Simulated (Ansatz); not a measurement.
Li2O (started from an entry of an open crystallographic database), relaxed with r2SCAN, was run in Ansatz under altered settings. All numbers are computed, without spin polarisation but where a row says otherwise.

```
CELL_PARAMETERS angstrom
0.00000 2.28637 2.28637
2.28637 0.00000 2.28637
2.28637 2.28637 0.00000
ATOMIC_POSITIONS crystal
Li 0.25000 0.25000 0.25000
Li 0.75000 0.75000 0.75000
O 0.00000 0.00000 0.00000
```

The base run's other keys:
```yaml
kpoints:
  mp_grid: { grid: [4, 4, 4] }
hamiltonian:
  xc: hse06
scf:
  occupations: { method: fixed }
  n_extra_bands: 4
```

It takes 10 iterations with 459 plane waves at 420 eV and 8 k points, and leaves a mean stress of -0.32 GPa. The gap over this mesh is 6.655 eV. It ran on 4 threads of Arm Neoverse N1 (shared host).

Outcomes, with energy and stress as changes against the base:
```
                                  setting    outcome  ΔF (meV/atom)  Δ mean stress (GPa)  gap on the mesh (eV)  iterations  wall time
PBE hybrid, exx coeff 0.15, omega 0.1 1/Å  converged              –                 +1.3                 6.213          11      3.2 s
                  hamiltonian.xc: lc_wpbe  converged              –                 +0.5                11.968          12      3.8 s
                scf.exx.ecutfock_ratio: 2  converged           +0.2                  0.0                 6.655          10        3 s
 scf.occupations: methfessel_paxton 0.001  converged            0.0                  0.0                 6.655          11      3.3 s
```
A dash marks a value that wasn't obtained or can't be compared. Stress is positive in compression. The base took 3.2 s.

- PBE hybrid, exx coeff 0.15, omega 0.1 1/Å. That is 15 % exact exchange, screened with ω = 0.1 1/Å, against HSE06's 25 % screened at 0.208 1/Å. The mean stress moves by +1.3 GPa and the gap on the mesh by -0.442 eV (to 6.213). Totals of different functionals aren't comparable. The program warns that on this mesh the truncation of the exchange isn't bounded, so part of the change can be an error of the mesh.
- hamiltonian.xc: lc_wpbe. The mean stress moves by +0.5 GPa and the gap on the mesh by +5.313 eV (to 11.968). It's another functional on the same cell, so totals aren't comparable.

Within 1 meV an atom, 0.1 GPa and 0.005 eV of the base stay: scf.exx.ecutfock_ratio: 2; scf.occupations: methfessel_paxton 0.001.

The program warns that its thresholds are loose for a hybrid's stress.

The meshes of the hybrids are coarse, so their gaps aren't converged to the digits shown.
